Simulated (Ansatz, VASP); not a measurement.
# KI in VASP and in Ansatz

```
K I
1.0
     4.29094    0.00000    0.00000
     0.00000    4.29094    0.00000
     0.00000    0.00000    4.29094
K I
1 1
Direct
  0.00000 0.00000 0.00000
  0.50000 0.50000 0.50000
```

Alike in both runs: task single point; functional r2SCAN; k mesh 6 × 6 × 6; no spin polarisation.

```csv
,VASP,Ansatz
version,VASP 6.6.1,Ansatz 0.2.0
potentials or method,"VASP PAW PBE potentials, release 64 (K_sv, I)","plane waves, PAW"
plane-wave cutoff (eV),520,500
occupations,"gaussian, width 0.01 eV",fixed
valence electrons in the cell,16,26
```

|  | VASP | Ansatz | Ansatz less VASP |
| --- | --- | --- | --- |
| gap on the k mesh at the Fermi level (eV) | 4.04 | 4.04 | +0.002 |
| pressure (GPa) | 0.0 | 0.0 | 0.00 |

The two sets of potentials don't hold the same shells in valence.

Caveats: the PAW data sets were made with another functional, which shifts forces and pressure a little (VASP); spin-orbit coupling is left out, which moves the levels of the heavy elements. A k mesh can miss the band edges.
